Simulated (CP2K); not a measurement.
# BN (F-43m) in CP2K: further runs

One crystal, BN, is run at these levels: PBE; tasks: band structure.

All numbers are computed with CP2K 2026.2; they aren't measurements. Logs are shortened: lines on timing, memory, paths and dates and some standing lists are left out, and cuts for length are marked.

**What was measured.**

A printed reference work, monograph reports, for a bulk crystal of BN at 300 K: band gap 6.4 eV (indirect).

The results are compared with them further down.

## 1. Starting point

It takes space group F-43m (No. 216, cubic). The conventional cell has a = 3.626 Å, b = 3.626 Å, c = 3.626 Å, α = 90.00°, β = 90.00°, γ = 90.00°. N (site symmetry -43m) is surrounded by 4 B at 1.57 Å. B (site symmetry -43m) has 4 N at 1.57 Å as nearest neighbours.

The cell is a database's computed one.

## 2. Band structure, PBE

The input, bn_bands.inp:

```
&GLOBAL
  PROJECT bn_bands
  RUN_TYPE ENERGY_FORCE
  PRINT_LEVEL LOW
&END GLOBAL
&FORCE_EVAL
  METHOD QS
  STRESS_TENSOR ANALYTICAL
  &DFT
    BASIS_SET_FILE_NAME BASIS_MOLOPT
    POTENTIAL_FILE_NAME GTH_POTENTIALS
    &MGRID
      CUTOFF 450
      REL_CUTOFF 60
      NGRIDS 5
    &END MGRID
    &QS
      METHOD GPW
      EPS_DEFAULT 1.0E-9
    &END QS
    &KPOINTS
      SCHEME MONKHORST-PACK 13 13 13
      GAMMA_CENTERED T
      SYMMETRY T
      SYMMETRY_BACKEND SPGLIB
    &END KPOINTS
    &SCF
      SCF_GUESS ATOMIC
      EPS_SCF 1.0E-6
      MAX_SCF 100
      ADDED_MOS 10
      CHOLESKY OFF
      EPS_EIGVAL 1.0E-7
      &DIAGONALIZATION ON
        ALGORITHM STANDARD
      &END DIAGONALIZATION
      &MIXING ON
        METHOD BROYDEN_MIXING
        ALPHA 0.4
        BETA 1.5
        NBUFFER 8
      &END MIXING
      &SMEAR ON
        METHOD FERMI_DIRAC
        ELECTRONIC_TEMPERATURE 580.23
      &END SMEAR
    &END SCF
    &XC
      &XC_FUNCTIONAL
        &GGA_X_PBE
        &END GGA_X_PBE
        &GGA_C_PBE
        &END GGA_C_PBE
      &END XC_FUNCTIONAL
    &END XC
    &PRINT
      &KPOINTS ON
      &END KPOINTS
      &MULLIKEN ON
      &END MULLIKEN
      &MO ON
        ENERGIES T
        OCCUPATION_NUMBERS T
        &EACH
          QS_SCF 0
        &END EACH
        ADD_LAST NUMERIC
      &END MO
      &BAND_STRUCTURE
        FILE_NAME bands.bs
        ADDED_MOS 4
        &KPOINT_SET
          UNITS B_VECTOR
          NPOINTS 6
          SPECIAL_POINT GAMMA 0.00000000 0.00000000 0.00000000
          SPECIAL_POINT X 0.50000000 0.00000000 0.50000000
          SPECIAL_POINT W 0.50000000 0.25000000 0.75000000
          SPECIAL_POINT K 0.37500000 0.37500000 0.75000000
          SPECIAL_POINT GAMMA 0.00000000 0.00000000 0.00000000
          SPECIAL_POINT L 0.50000000 0.50000000 0.50000000
          SPECIAL_POINT U 0.62500000 0.25000000 0.62500000
          SPECIAL_POINT W 0.50000000 0.25000000 0.75000000
          SPECIAL_POINT L 0.50000000 0.50000000 0.50000000
          SPECIAL_POINT K 0.37500000 0.37500000 0.75000000
        &END KPOINT_SET
        &KPOINT_SET
          UNITS B_VECTOR
          NPOINTS 6
          SPECIAL_POINT U 0.62500000 0.25000000 0.62500000
          SPECIAL_POINT X 0.50000000 0.00000000 0.50000000
        &END KPOINT_SET
      &END BAND_STRUCTURE
    &END PRINT
  &END DFT
  &SUBSYS
    &CELL
      A 2.5639706028 0.0000000000 0.0000000000
      B 1.2819853014 2.2204636766 0.0000000000
      C 1.2819853014 0.7401545589 2.0934732308
      PERIODIC XYZ
    &END CELL
    &COORD
      SCALED
      N   0.2500000000 0.2500000000 0.2500000000
      B   0.0000000000 0.0000000000 0.0000000000
    &END COORD
    &KIND N
      BASIS_SET DZVP-MOLOPT-SR-GTH-q5
      POTENTIAL GTH-PBE-q5
    &END KIND
    &KIND B
      BASIS_SET DZVP-MOLOPT-SR-GTH-q3
      POTENTIAL GTH-PBE-q3
    &END KIND
    &PRINT
      &ATOMIC_COORDINATES ON
      &END ATOMIC_COORDINATES
      &CELL ON
      &END CELL
    &END PRINT
  &END SUBSYS
  &PRINT
    &FORCES ON
    &END FORCES
    &STRESS_TENSOR ON
    &END STRESS_TENSOR
  &END PRINT
&END FORCE_EVAL
```

Potentials or basis: GTH_POTENTIALS N GTH-PBE-q5, B GTH-PBE-q3; DZVP-MOLOPT-SR-GTH basis.

Launch:

```bash
OMP_NUM_THREADS=1 cp2k.psmp -i bn_bands.inp -o bn_bands.out
```

bn_bands.out:

```text

 CP2K| version string:                                       CP2K version 2026.2
 CP2K| Input file name                                              bn_bands.inp

 GLOBAL| Force Environment number                                              1
 GLOBAL| Basis set file name                                        BASIS_MOLOPT
 GLOBAL| Potential file name                                      GTH_POTENTIALS
 GLOBAL| MM Potential file name                                     MM_POTENTIAL
 GLOBAL| Coordinate file name                                      __STD_INPUT__
 GLOBAL| Method name                                                        CP2K
 GLOBAL| Project name                                                   bn_bands
 GLOBAL| Run type                                                   ENERGY_FORCE
 GLOBAL| FFT library                                                       FFTW3
[... 8 lines left out ...]
 GLOBAL| CPU model name                                                  UNKNOWN

 CELL| Volume [angstrom^3]:                                            11.918569
 CELL| Vector a [angstrom]:       2.564     0.000     0.000   |a| =     2.563971
 CELL| Vector b [angstrom]:       1.282     2.220     0.000   |b| =     2.563971
 CELL| Vector c [angstrom]:       1.282     0.740     2.093   |c| =     2.563971
 CELL| Angle (b,c), alpha [degree]:                                    60.000000
 CELL| Angle (a,c), beta  [degree]:                                    60.000000
 CELL| Angle (a,b), gamma [degree]:                                    60.000000
 CELL| Numerically orthorhombic:                                              NO
 CELL| Periodicity                                                           XYZ

 CELL_REF| Volume [angstrom^3]:                                        11.918569
 CELL_REF| Vector a [angstrom     2.564     0.000     0.000   |a| =     2.563971
 CELL_REF| Vector b [angstrom     1.282     2.220     0.000   |b| =     2.563971
 CELL_REF| Vector c [angstrom     1.282     0.740     2.093   |c| =     2.563971
 CELL_REF| Angle (b,c), alpha [degree]:                                60.000000
 CELL_REF| Angle (a,c), beta  [degree]:                                60.000000
 CELL_REF| Angle (a,b), gamma [degree]:                                60.000000
 CELL_REF| Numerically orthorhombic:                                          NO
 CELL_REF| Periodicity                                                       XYZ
[... 9 lines left out ...]
 TOTAL NUMBERS AND MAXIMUM NUMBERS

  Total number of            - Atomic kinds:                                   2
                             - Atoms:                                          2
                             - Shell sets:                                     2
                             - Shells:                                        10
                             - Primitive Cartesian functions:                  9
                             - Cartesian basis functions:                     28
                             - Spherical basis functions:                     26

  Maximum angular momentum of- Orbital basis functions:                        2
                             - Local part of the GTH pseudopotential:          2
[... 142 lines left out ...]
 MO|      8               0.930812              25.328689               0.000000
 MO|      9               1.294321              35.220258               0.000000
 MO|     10               1.455200              39.598005               0.000000
 MO|     11               1.455215              39.598403               0.000000
 MO|     12               1.742548              47.417129               0.000000
 MO|     13               1.742557              47.417396               0.000000
[... 263 lines left out ...]
 MO|      4               0.266256               7.245207               2.000000
 MO|      5               0.713185              19.406740               0.000000
 MO|      6               0.729017              19.837573               0.000000
 MO|      7               0.733162              19.950346               0.000000
 MO|      8               0.913222              24.850036               0.000000
 MO|      9               1.267703              34.495953               0.000000
 MO|     10               1.368979              37.251813               0.000000
 MO|     11               1.435595              39.064520               0.000000
 MO|     12               1.751857              47.670457               0.000000
 MO|     13               1.833075              49.880495               0.000000
 MO|     14               1.846278              50.239784               0.000000
 MO| Sum:                                                               8.000000
 MO| E(Fermi):            0.460157 a.u.         12.521504 eV
 MO| Band gap:            0.446928 a.u.         12.161533 eV

 [... the levels of further k-points ...]

 !-----------------------------------------------------------------------------!
                     Mulliken Population Analysis

 #  Atom  Element  Kind  Atomic population                           Net charge
       1     N        1          5.099271                             -0.099271
       2     B        2          2.900729                              0.099271
 # Total charge                              8.000000                 -0.000000

 !-----------------------------------------------------------------------------!

 KPOINTS| Band Structure Calculation
 KPOINTS| Number of k-point sets                                               2
 KPOINTS| Number of added MOs/bands                                            4
 KPOINTS| Number of k-points in set    1                                      55
 KPOINTS| In units of b-vector [2pi/Bohr]
 KPOINTS| Special point     1       GAMMA     0.000000     0.000000     0.000000
 KPOINTS| Special point     2           X     0.500000     0.000000     0.500000
 KPOINTS| Special point     3           W     0.500000     0.250000     0.750000
 KPOINTS| Special point     4           K     0.375000     0.375000     0.750000
 KPOINTS| Special point     5       GAMMA     0.000000     0.000000     0.000000
 KPOINTS| Special point     6           L     0.500000     0.500000     0.500000
 KPOINTS| Special point     7           U     0.625000     0.250000     0.625000
 KPOINTS| Special point     8           W     0.500000     0.250000     0.750000
 KPOINTS| Special point     9           L     0.500000     0.500000     0.500000
 KPOINTS| Special point    10           K     0.375000     0.375000     0.750000
 KPOINTS| Number of k-points in set    2                                       7
 KPOINTS| In units of b-vector [2pi/Bohr]
 KPOINTS| Special point     1           U     0.625000     0.250000     0.625000
 KPOINTS| Special point     2           X     0.500000     0.000000     0.500000

 ENERGY| Total FORCE_EVAL ( QS ) energy [hartree]            -12.870882923523213

 FORCES| Atomic forces [hartree/bohr]
 FORCES|   Atom     x               y               z               |f|
 FORCES|      1  2.74512149E-08  9.08928754E-09  4.49224840E-08   5.34248436E-08
 FORCES|      2 -8.15119938E-09  2.09746787E-09 -3.69654159E-08   3.79115206E-08
 FORCES| Sum     1.93000155E-08  1.11867554E-08  7.95706815E-09
 FORCES| Total atomic force                                       2.36843625E-08

 STRESS| Analytical stress tensor [bar]
 STRESS|                        x                   y                   z
 STRESS|      x        9.36278739202E+03   3.66013573040E+00   2.78568919578E+00
 STRESS|      y        3.66013573040E+00   9.35586553961E+03  -2.86245024185E+00
 STRESS|      z        2.78568919578E+00  -2.86245024185E+00   9.35640582811E+03
 STRESS| 1/3 Trace                                             9.35835291991E+03
 STRESS| Determinant                                           8.19592618688E+11

 STRESS| Eigenvectors and eigenvalues of the analytical stress tensor [bar]
 STRESS|                        1                   2                   3
 STRESS| Eigenvalues   9.35141154506E+03   9.35898906141E+03   9.36465815327E+03
 STRESS|      x          -0.374141687734      0.053907543154      0.925803420976
 STRESS|      y           0.699072189889     -0.639574122392      0.319754617307
 STRESS|      z           0.609357096310      0.766836957089      0.201606077338
```

It took 62 s on 1 thread of Arm Neoverse V1, shared host; peak memory 0.21 GiB.

What came out:

```
Free energy             : -350.2345 eV
Pressure                : 0.9 GPa
Band gap on the k mesh  : 4.60 eV, indirect (least direct gap 8.76 eV)
Band gap along the path : 4.52 eV, indirect (least direct gap 8.76 eV)
Mulliken charges        : N -0.10; B +0.10 e
```

Levels at the corners of the path, in eV from the valence-band top:
```csv
point,band 1,band 2,band 3,band 4,band 5,band 6,band 7,band 8
Γ,-20.11,0.00,0.00,0.00,8.76,8.76,8.76,10.91
X,-14.59,-8.85,-4.86,-4.86,4.52,9.45,17.82,17.82
W,-14.28,-7.54,-6.89,-6.45,9.62,13.32,14.54,15.34
K,-14.51,-8.07,-7.59,-4.04,6.98,13.07,15.76,16.66
Γ,-20.11,0.00,0.00,0.00,8.76,8.76,8.76,10.91
L,-15.94,-10.61,-1.93,-1.93,10.12,10.75,10.75,16.35
U,-14.51,-8.07,-7.59,-4.04,6.98,13.08,15.76,16.66
W,-14.28,-7.54,-6.89,-6.45,9.62,13.32,14.54,15.34
L,-15.94,-10.61,-1.93,-1.93,10.12,10.75,10.75,16.35
K,-14.51,-8.07,-7.59,-4.04,6.98,13.07,15.76,16.66
U,-14.51,-8.07,-7.59,-4.04,6.98,13.08,15.76,16.66
X,-14.59,-8.85,-4.86,-4.86,4.52,9.45,17.82,17.82
```

Caveat: Mulliken charges move with the basis; the basis of atomic orbitals isn't converged, which shifts pressures, moduli and gaps.

## 3. Band structure, PBE

bn_bands.inp: that of step 2 with these lines changed.

```diff
@@ -108,3 +108,3 @@
       BASIS_SET DZVP-MOLOPT-SR-GTH-q5
-      POTENTIAL GTH-PBE-q5
+      POTENTIAL GTH-PADE-q5
     &END KIND
@@ -112,3 +112,3 @@
       BASIS_SET DZVP-MOLOPT-SR-GTH-q3
-      POTENTIAL GTH-PBE-q3
+      POTENTIAL GTH-PADE-q3
     &END KIND
```

Potentials or basis: GTH_POTENTIALS N GTH-PADE-q5, B GTH-PADE-q3; DZVP-MOLOPT-SR-GTH basis.

Launch:

```bash
OMP_NUM_THREADS=1 cp2k.psmp -i bn_bands.inp -o bn_bands.out
```

Wall time 62 s (1 thread of Arm Neoverse V1, shared host); peak memory 0.21 GiB.

The run converged. Its results:

| Quantity | Value |
| --- | --- |
| Free energy | -352.0024 eV |
| Pressure | -9.6 GPa |
| Band gap on the k mesh | 4.76 eV, indirect (least direct gap 8.72 eV) |
| Band gap along the path | 4.69 eV, indirect (least direct gap 8.72 eV) |
| Mulliken charges | N -0.04; B +0.04 e |

Levels at the corners of the path, in eV from the valence-band top:
| point | band 1 | band 2 | band 3 | band 4 | band 5 | band 6 | band 7 | band 8 |
| --- | --- | --- | --- | --- | --- | --- | --- | --- |
| Γ | -19.85 | 0.00 | 0.00 | 0.00 | 8.72 | 8.72 | 8.72 | 11.12 |
| X | -14.35 | -8.72 | -4.82 | -4.82 | 4.69 | 9.61 | 17.63 | 17.63 |
| W | -14.04 | -7.42 | -6.81 | -6.38 | 9.67 | 13.32 | 14.53 | 15.32 |
| K | -14.26 | -7.95 | -7.51 | -4.01 | 7.11 | 13.12 | 15.64 | 16.56 |
| Γ | -19.85 | 0.00 | 0.00 | 0.00 | 8.72 | 8.72 | 8.72 | 11.12 |
| L | -15.69 | -10.48 | -1.92 | -1.92 | 10.28 | 10.74 | 10.74 | 16.24 |
| U | -14.26 | -7.95 | -7.51 | -4.01 | 7.11 | 13.12 | 15.64 | 16.56 |
| W | -14.04 | -7.42 | -6.81 | -6.38 | 9.67 | 13.32 | 14.53 | 15.32 |
| L | -15.69 | -10.48 | -1.92 | -1.92 | 10.28 | 10.74 | 10.74 | 16.24 |
| K | -14.26 | -7.95 | -7.51 | -4.01 | 7.11 | 13.12 | 15.64 | 16.56 |
| U | -14.26 | -7.95 | -7.51 | -4.01 | 7.11 | 13.12 | 15.64 | 16.56 |
| X | -14.35 | -8.72 | -4.82 | -4.82 | 4.69 | 9.61 | 17.63 | 17.63 |

Caveat: Mulliken charges move with the basis; the potentials were made for another functional, which shifts forces and pressure; the basis of atomic orbitals isn't converged, which shifts pressures, moduli and gaps.

## 4. How close it comes

Step 2. Measured gap of BN: 6.4 eV (indirect; 300 K; a printed reference work, monograph). This calculation gives 4.52 eV (-1.88 eV). The value is that of PBE in an atomic basis (GTH_POTENTIALS N GTH-PBE-q5, B GTH-PBE-q3; DZVP-MOLOPT-SR-GTH basis), whose error adds to the functional's,, without temperature or zero-point motion. Semilocal functionals fall short of measured gaps as a rule. The cell is a database's relaxed one, not the measured one, which moves gaps too.

Step 3. Against the measured gap of BN, 6.4 eV (indirect; 300 K; a printed reference work, monograph), the calculated 4.69 eV is off by -1.71 eV. The value is that of PBE in an atomic basis (GTH_POTENTIALS N GTH-PADE-q5, B GTH-PADE-q3; DZVP-MOLOPT-SR-GTH basis), whose error adds to the functional's,, without temperature or zero-point motion. Semilocal functionals fall short of measured gaps as a rule. The cell is a database's relaxed one, not the measured one, which moves gaps too.
